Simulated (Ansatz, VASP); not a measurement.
This is a calculation of PbSe (Clausthalite) for Ansatz 0.2.0. 

input.yaml

```yaml
crystal:
  lattice:
    - [0.0, 3.06065, 3.06065]
    - [3.06065, 0.0, 3.06065]
    - [3.06065, 3.06065, 0.0]
  atoms:
    - { symbol: Pb, position: [0.0, 0.0, 0.0] }
    - { symbol: Se, position: [0.5, 0.5, 0.5] }
kpoints:
  mp_grid: { grid: [8, 8, 8] }
scf:
  occupations: { method: fermi_dirac, width: 0.05 }
hamiltonian:
  xc: blyp
  dispersion: d4
  pseudopotentials: { kind: all_electron, lapw: { basis_error: 0.001 } }
output:
  forces: true
  stress: true
relax:
  f_tol: 0.005
  max_steps: 60
  cell: {}
```

Potentials or basis: all-electron LAPW, scalar-relativistic.

Run with:

```console
$ ansatz run input.yaml --threads 1 --pin off --max-ram 3072MiB --backend cpu --events-out ev --progress --plain --runs-dir out
```

Question: Translate it to VASP 6.6.1. Potentials or basis there: PBE PAW files Pb_d, Se, 600 eV.

Answer: As run (cutoffs and basis follow the program's own potentials, and thresholds, step limits or extra output files can differ):

File INCAR:

```
AGGAC = 1.0 ; AGGAX = 1.0
ALDAC = 0.0 ; ALDAX = 1.0
ALGO = Normal ; EDIFF = 1E-6
EDIFFG = -0.02 ; ENCUT = 600
GGA = B5 ; IBRION = 2
ISIF = 3 ; ISMEAR = -1
IVDW = 13 ; LASPH = True
LCHARG = False ; LREAL = False
LWAVE = False ; NELM = 60
NSW = 60 ; PREC = Accurate
SIGMA = 0.05 ; VDW_A1 = 0.44488865
VDW_A2 = 4.0933009 ; VDW_S6 = 1.0
VDW_S8 = 2.34076671
```

Contents of KPOINTS:

```
k-points
0
Gamma
  8 8 8
```

POSCAR

```
PbSe
1.0
    0.0000000000      3.0606500000      3.0606500000
    3.0606500000      0.0000000000      3.0606500000
    3.0606500000      3.0606500000      0.0000000000
Pb Se
1 1
Direct
    0.0000000000      0.0000000000      0.0000000000
    0.5000000000      0.5000000000      0.5000000000
```

Potentials or basis: VASP PAW PBE potentials, release 64 (Pb_d, Se).

The run is started by

```console
$ cat potpaw_PBE.64/Pb_d/POTCAR potpaw_PBE.64/Se/POTCAR > POTCAR
$ mpirun -np 1 vasp_std > vasp.out
```

Both were run:

|  | Ansatz | VASP |
| --- | --- | --- |
| Relaxed volume | 31.71 Å³/atom | 31.73 Å³/atom |
| Relaxed cell | a = 4.476 Å, b = 4.476 Å, c = 4.476 Å, α = 60.00°, β = 60.00°, γ = 60.00° | a = 4.477 Å, b = 4.477 Å, c = 4.477 Å, α = 60.00°, β = 60.00°, γ = 60.00° |
| Space group after relaxing | Fm-3m (No. 225) | Fm-3m (No. 225) |
| Pressure after relaxing | 0.0 GPa | 0.0 GPa |

VASP's potentials were made for PBE.

Where Ansatz's input types no cutoff or centring, it takes its own default and a Γ-centred mesh.

Pressure is positive in compression.
